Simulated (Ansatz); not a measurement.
Crystal: CuO (Tenorite).

```
Cu O
1.0
     2.34185   -1.71130    0.00000
     2.34185    1.71130    0.00000
    -0.85003    0.00000    5.05787
Cu O
2 2
Direct
  0.50000 0.00000 0.50000
  0.00000 0.50000 0.00000
  0.41840 0.58160 0.75000
  0.58160 0.41840 0.25000
```

* Program: Ansatz 0.2.0
* Task: relaxation of cell and atoms
* Functional: PBEsol
* Potentials or basis: Ansatz PAW
* Cutoff: 420 eV (not typed: the program's choice for these potentials)
* k mesh: 10 × 10 × 5
* Occupations: fermi-dirac, width 0.05 eV
* Spin: no spin polarisation

At the start: volume 10.13 Å³/atom.

Question: Where does the relaxation end?

Answer: It ends after 21 steps and the volume is 10.67 Å³/atom (+5.2 %); space group P4_2/mmc (No. 131, to 0.05 Å).

Step by step:
```tsv
step	energy change (eV)	largest force (eV/Å)	volume (Å³)
1	0.0000	0.3619	40.54
2	-0.0231	0.2980	40.67
3	-0.0694	0.0223	41.31
4	-0.0825	0.0120	40.98
5	-0.0871	0.0004	41.71
6	-0.0872	0.0010	41.79
7	-0.0872	0.0000	41.79
8	-0.1169	0.0018	41.79
9	-0.1289	0.0087	42.15
10	-0.1325	0.0151	42.54
11	-0.1331	0.0017	42.48
12	-0.1438	0.0032	42.48
13	-0.1466	0.0011	42.59
14	-0.1466	0.0013	42.65
15	-0.1467	0.0001	42.64
16	-0.1488	0.0005	42.64
17	-0.1492	0.0002	42.66
18	-0.1492	0.0000	42.66
19	-0.1495	0.0000	42.66
20	-0.1495	0.0000	42.66
21	-0.1495	0.0000	42.66
```

Final structure:
```yaml
crystal:
  lattice:
    - [2.04502, -2.04328, 0.15948]
    - [2.04502, 2.04328, 0.15948]
    - [-0.39784, 0.00000, 5.07417]
  atoms:
    - { symbol: Cu, position: [0.50000, 0.00000, 0.50000] }
    - { symbol: Cu, position: [0.00000, 0.50000, 0.00000] }
    - { symbol: O, position: [0.49989, 0.50011, 0.75000] }
    - { symbol: O, position: [0.50011, 0.49989, 0.25000] }
```

Caveat: the plane-wave basis is chosen anew once the cell has moved, so the energies of steps on either side of that aren't comparable; the pressure holds a Pulay correction of +0.7 GPa for the finite cutoff; the run has no spin polarisation, though such a crystal can be magnetic; the PAW data sets come from PBE, with cores solved anew for the run's functional, which leaves a small shift of forces and pressure.
